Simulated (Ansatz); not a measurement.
In: from a trial structure to a relaxed crystal

The calculation used DFT PBE, scalar-relativistic, plane waves, PAW (Ansatz). Cutoff 420 eV, Γ-centred k mesh, Gaussian smearing, no spin polarisation in the final step.

The start is a random cell of In with space group P4_32_12 (No. 96), drawn with lower limits on the distances.

```
In
1.0
     4.49847    0.00000    0.00000
     0.00000    4.49847    0.00000
     0.00000    0.00000    5.41526
In
4
Cartesian
  0.5623 0.5623 2.7076
  1.6869 2.8115 1.3538
  2.8115 1.6869 4.0614
  3.9362 3.9362 0.0000
```

Cell and atoms relax at zero pressure; the relaxation can't lower the symmetry of the start. After a coarse first stage the cell is made exact in the group found at 0.06 Å.

Energies count from the standard state of In at the same level.

Question: What does it relax into?

Answer: It ends in I4/mmm (No. 139). Conventional cell: a = 3.963 Å, c = 3.532 Å. In is coordinated by 8 In at 3.31 Å, 2 In at 3.53 Å and 4 In at 3.96 Å.

Space group I4/mmm (No. 139). a = 3.963 Å, b = 3.963 Å, c = 3.532 Å, α = 90.00°, β = 90.00°, γ = 90.00°
```
atom site symmetry x y z
  In    2a     4/mmm  0.0000  0.0000  0.0000
```

Question: What are its volume, energy, density and gap?

Answer: The volume per atom is 27.74 Å³. The density is 6.87 g/cm³. The energy over the standard structure is 0.01 eV/atom and the gap on the 22×22×22 mesh is 0 eV (a metal).

The final run used a 22×22×22 mesh on its 1-atom cell and 0.10 eV smearing. The k mesh leaves about 4 meV/atom of noise in metals. Symmetry constrained the relaxation, so the result can be a saddle point.